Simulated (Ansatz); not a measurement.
## SrO (rocksalt structure)

The computed numbers are results of PBE with spin–orbit coupling (two-component spinors) in the plane-wave PAW code Ansatz at 420 eV, Γ-centred 12×12×12 mesh, 0.05 eV Gaussian smearing. The datasets are Ansatz's generated set soft_2.

Space group Fm-3m (No. 225). a = 5.195 Å, b = 5.195 Å, c = 5.195 Å, α = 90.00°, β = 90.00°, γ = 90.00°
```
atom  site  symmetry       x       y       z
  Sr    4b      m-3m  0.5000  0.0000  0.0000
   O    4a      m-3m  0.0000  0.0000  0.0000
```

The start was a prototype's sites filled with these elements; the Crystallography Open Database holds the compound in this structure.

The pressure at this geometry is 0.0 GPa.

**Question.** Which orbitals make up the states within about 0.6 eV of the valence edge?

**Answer.** O 2p 98 % (shares among the projected shells); the gap is 3.31 eV. The projected shells catch only 2 % of the states at the conduction edge, which lie mostly on empty orbitals that aren't projected.

Density of states (tetrahedra, averaged over 0.5 eV; states/eV per cell of 2 atoms; energy in eV from the Fermi level; projections on Löwdin-orthogonalised atomic orbitals, summed over sites):

| E | total | O 2p | Sr 5s | Sr 4p | O 2s |
| --- | --- | --- | --- | --- | --- |
| -3.60 | 0.44 | 0.33 | 0.09 | 0.00 | 0.00 |
| -3.10 | 2.16 | 1.75 | 0.28 | 0.02 | 0.01 |
| -2.60 | 3.89 | 3.53 | 0.10 | 0.04 | 0.01 |
| -2.10 | 5.13 | 4.75 | 0.02 | 0.10 | 0.00 |
| -1.60 | 0.38 | 0.36 | 0.00 | 0.01 | 0.00 |
| -1.10 | 0.00 | 0.00 | 0.00 | 0.00 | 0.00 |
| -0.60 | 0.00 | 0.00 | 0.00 | 0.00 | 0.00 |
| -0.10 | 0.00 | 0.00 | 0.00 | 0.00 | 0.00 |
| 0.40 | 0.00 | 0.00 | 0.00 | 0.00 | 0.00 |
| 0.90 | 0.00 | 0.00 | 0.00 | 0.00 | 0.00 |
| 1.40 | 0.00 | 0.00 | 0.00 | 0.00 | 0.00 |
| 1.90 | 0.13 | 0.00 | 0.00 | 0.00 | 0.00 |
| 2.40 | 0.34 | 0.01 | 0.02 | 0.00 | 0.00 |
| 2.90 | 0.54 | 0.02 | 0.04 | 0.00 | 0.01 |
| 3.40 | 0.77 | 0.04 | 0.08 | 0.00 | 0.02 |
| 3.90 | 1.30 | 0.07 | 0.14 | 0.00 | 0.02 |
| 4.40 | 1.46 | 0.13 | 0.30 | 0.01 | 0.03 |

Formal charges Sr²⁺, O²⁻ balance and leave closed shells on every ion, so a band insulator is expected, and the gap is 3.31 eV.

Semilocal functionals underestimate band gaps, commonly by a third or more.
